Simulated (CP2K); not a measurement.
The system is ZnS.

```
Zn S
1.0
     3.82121    0.00000    0.00000
     1.91060    3.30926    0.00000
     1.91060    1.10309    3.12000
Zn S
1 1
Direct
  0.75000 0.75000 0.75000
  0.00000 0.00000 0.00000
```

Base run:

* Program: CP2K 2026.2
* Functional: PBE
* Potentials or basis: POTENTIAL_UZH Zn GTH-PBE-q12, S GTH-PBE-q6; ccGRB-D basis
* Density cutoff: 6123 eV
* k mesh: 9 × 9 × 9
* Occupations: fermi-dirac, width 0.05 eV
* Spin: no spin polarisation

Its results: band gap on the k mesh 2.29 eV, direct; pressure 2.7 GPa.

Task: The run is repeated on the same cell with these changes: potentials or basis from POTENTIAL_UZH Zn GTH-PBE-q12, S GTH-PBE-q6; ccGRB-D basis to POTENTIAL_UZH Zn GTH-PBE-q12, S GTH-PBE-q6; DZVP-MOLOPT-PBE-GTH basis; basis sets from Zn ccGRB-D-q12, S ccGRB-D-q6 to Zn DZVP-MOLOPT-PBE-GTH-q12, S DZVP-MOLOPT-PBE-GTH-q6. What comes out?

Result: Band gap on the k mesh 2.07 eV, direct; pressure 2.1 GPa.

Caveats: the basis of atomic orbitals isn't converged, which shifts pressures, moduli and gaps.

